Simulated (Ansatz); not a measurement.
Hg under changes of volume

One of the cells (28.374 Å³/atom); the others are scaled copies at fixed shape and fractional positions:

```
Hg
1.0
     3.44194    0.00000    0.00000
    -1.72097    2.98081    0.00000
     0.00000    0.00000   11.06233
Hg
4
Direct
  0.66667 0.33333 0.75000
  0.00000 0.00000 0.50000
  0.33333 0.66667 0.25000
  0.00000 0.00000 0.00000
```

| Quantity | Value |
| --- | --- |
| Program | Ansatz 0.2.0 |
| Functional | PBE |
| Potentials or basis | Ansatz PAW |
| Cutoff | 420 eV (not typed: the program's choice for these potentials) |
| k mesh | 9 × 9 × 3 |
| Occupations | fermi-dirac, width 0.05 eV |
| Spin | no spin polarisation |

| volume (Å³/atom) | energy over the lowest point (meV/atom) | pressure (GPa) |
| --- | --- | --- |
| 26.672 | ? | ? |
| 27.239 | 14.46 | 1.2 |
| 27.807 | 10.54 | 1.0 |
| 28.374 | 7.13 | 0.9 |
| 28.942 | 4.11 | 0.7 |
| 29.509 | 1.66 | 0.5 |
| 30.077 | 0.00 | 0.3 |

Question: What does the run at 26.672 Å³/atom give?

Answer: Energy over the lowest point 19.25 meV/atom; pressure 1.6 GPa.

Worked out: A Birch-Murnaghan fit of order 3 (a polynomial in V^(-2/3)) to the other rows has no minimum within the range. It gives 18.50 meV/atom at 26.672 Å³/atom, against the run's 19.25, and -dE/dV = 1.2 GPa, against 1.6.

Energies are extrapolated to zero smearing.
